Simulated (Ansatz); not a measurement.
**Carbon, simple cubic under PBE: from relaxation to bulk modulus**

What does PBE give for carbon in the simple cubic structure? We relax it, solve it on a dense k-mesh, switch on spin-orbit coupling, then scale the cell to 7 volumes from 88 to 112 % of the relaxed one and try a fit of the equation of state. The k-meshes are 16×16×16 for the relaxation; 29×29×29 for the dense run; 17×17×17 for spin-orbit coupling; 29×29×29 for the volumes.

Computed with Ansatz 0.2.0 (DFT PBE, plane waves (420 eV) with PAW, scalar-relativistic, unless a step says otherwise).

**1. The system as given**

Symmetry: Pm-3m, No. 221, cubic system. Conventional cell: a = 1.926 Å, b = 1.926 Å, c = 1.926 Å, α = 90.00°, β = 90.00°, γ = 90.00°. C (site symmetry m-3m) is surrounded by 6 C at 1.93 Å.

As a file:

```xyz
1
Lattice="1.9261 0.0000 0.0000 0.0000 1.9261 0.0000 0.0000 0.0000 1.9261" Properties=species:S:1:pos:R:3 pbc="T T T"
C     0.0000    0.0000    0.0000
```

**2. Relaxation of the cell**

input.yaml

```yaml
crystal:
  lattice:
    - [1.9260827495, 0.0, 0.0]
    - [0.0, 1.9260827495, 0.0]
    - [0.0, 0.0, 1.9260827495]
  atoms:
    - { symbol: C, position: [0.0, 0.0, 0.0] }
hamiltonian:
  xc: pbe
  pseudopotentials:
    kind: paw
    azcp:
      C: "pseudopotentials/C.paw.azcp"
basis:
  ecutwfc: 420
  fft_grid_basis: typed
kpoints:
  mp_grid: { grid: [16, 16, 16], shift: [0, 0, 0] }
magnetization:
  spin_polarized: false
scf:
  occupations: { method: fermi_dirac, width: 0.1 }
relax:
  max_steps: 60
  f_tol: 0.01
  cell: {}
```

After this run come: The energy on a finer k-mesh; A two-component run at the same geometry; The cell scaled to 88 % of its volume; The cell scaled to 92 % of its volume; The cell scaled to 96 % of its volume; The cell scaled to 100 % of its volume; The cell scaled to 104 % of its volume; The cell scaled to 108 % of its volume; The cell scaled to 112 % of its volume.

Before running it: what results should come out? Wanted: space group; conventional cell; volume; shortest distance; gap on the mesh; relative to graphite; V₀, B₀, B₀′.

**Answer**, as computed:

| quantity | value |
| --- | --- |
| space group (spins left aside) | Pm-3m (No. 221) |
| conventional cell | a = 1.768 Å |
| volume | 5.526 Å³/atom |
| shortest distance | 1.768 Å |
| gap on the mesh | none (levels filled in part) |
| relative to graphite | +2768 meV/atom |
| V₀, B₀, B₀′ | 5.573 Å³/atom, 320 GPa, 4.8 |

What this shows: The relaxation shrank the cell by 22.7 % in volume. Against the reference form of carbon (graphite, computed apart with the same settings) it stands 2768 meV/atom higher, so it is far from stable. Levels at the Fermi energy are filled in part, as in a metal. The total energy of the spin-orbit run (on a coarser mesh) lies +1 meV/atom from the scalar one; mesh and treatment of the core enter this figure, so it is no spin-orbit energy. B₀ comes out at 320 GPa, among the stiffest elements. Relaxation kept the symmetry; phonons were not checked.
